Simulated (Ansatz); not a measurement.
A crystal relaxed with r2SCAN in the plane-wave code Ansatz has space group P-4m2 (No. 115) and a = 4.016 Å, c = 11.333 Å.

```json
{"atom": "Xx", "site": "2e", "x": "0.0000", "y": "0.0000", "z": "0.7497"}
{"atom": "As", "site": "2g", "x": "0.0000", "y": "0.5000", "z": "0.8748"}
{"atom": "Xx", "site": "1b", "x": "0.5000", "y": "0.5000", "z": "0.0000"}
{"atom": "As", "site": "2g", "x": "0.0000", "y": "0.5000", "z": "0.3748"}
{"atom": "Ga", "site": "1c", "x": "0.5000", "y": "0.5000", "z": "0.5000"}
```

With r2SCAN the valence top lies at Γ and the conduction bottom at Γ–Z (0.17 of the way from Γ), 1.796 eV higher; the smallest vertical gap, at Γ, is 1.802 eV. Least and direct gap differ so little that the kind isn't settled. The lowest empty level at M lies only 1 meV higher, so the place of the conduction bottom isn't settled. With HSE06 the valence top lies at Γ and the conduction bottom at M, 2.07 eV higher; the smallest vertical gap, at Γ, is 2.08 eV. Least and direct gap differ so little that the kind isn't settled. The lowest empty level at Γ–Z (0.17 of the way from Γ) lies only 11 meV higher, so the place of the conduction bottom isn't settled. Meshes: r2SCAN 6×6×2, HSE06 4×4×2.

Task: Which element is Xx?
A. Al
B. In
C. Tl
D. B

Result: A. Xx is Al: an ordered 8-atom cell of Al3GaAs4 on the zincblende lattice (P-4m2). Al is surrounded by 4 As at 2.45–2.46 Å; As is surrounded by 4 Al at 2.46 Å; Al is surrounded by 4 As at 2.46 Å; As is surrounded by 2 Al at 2.45 Å and 2 Ga at 2.46 Å; Ga is surrounded by 4 As at 2.46 Å.

All values are calculated for a non-magnetic cell, which may be hypothetical.

Spin-orbit coupling is left out.

Where an edge lies off the special points, it is a point of the mesh or the k point where a search put PBE's edge or least direct gap, reused for the other functionals, whose own edges may lie a little apart.

The meshes of the hybrids are coarse, so their gaps aren't converged to the digits shown.
